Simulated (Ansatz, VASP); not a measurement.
**Two plane-wave programs on Al**

```xyz
2
Lattice="2.8125 0.0000 0.0000 -1.4062 2.4357 0.0000 0.0000 0.0000 4.8669" Properties=species:S:1:pos:R:3 pbc="T T T"
Al    1.4062    1.1119    3.6501
Al    0.0000    1.6238    1.2167
```

Alike in both runs: task single point; functional PBE; dispersion D3(BJ); k mesh 18 × 18 × 10; occupations gaussian, width 0.15 eV; no spin polarisation.

```csv
,VASP,Ansatz
version,VASP 6.6.1,Ansatz 0.2.0
potentials or method,"VASP PAW PBE potentials, release 64 (Al)","scalar-relativistic, plane waves, PAW"
plane-wave cutoff (eV),520,420
valence electrons in the cell,6,6
```

Ansatz gave:

```
gap on the k mesh at the Fermi level (eV)       : none
pressure (GPa)                                  : -2.8
largest component of the traceless stress (GPa) : 0.72
rms of the force components (eV/Å)              : 0.081
```

Problem. Which values does VASP return?

Solution. gap on the k mesh at the Fermi level (eV): none; pressure (GPa): -2.8; largest component of the traceless stress (GPa): 0.71; rms of the force components (eV/Å): 0.080.

Atom by atom the forces differ by 0.000 eV/Å (rms over components). A gap of «none» marks a metal or a gap that the smearing closes.

Caveats: pairwise dispersion overbinds metals, which lowers pressure and volume.
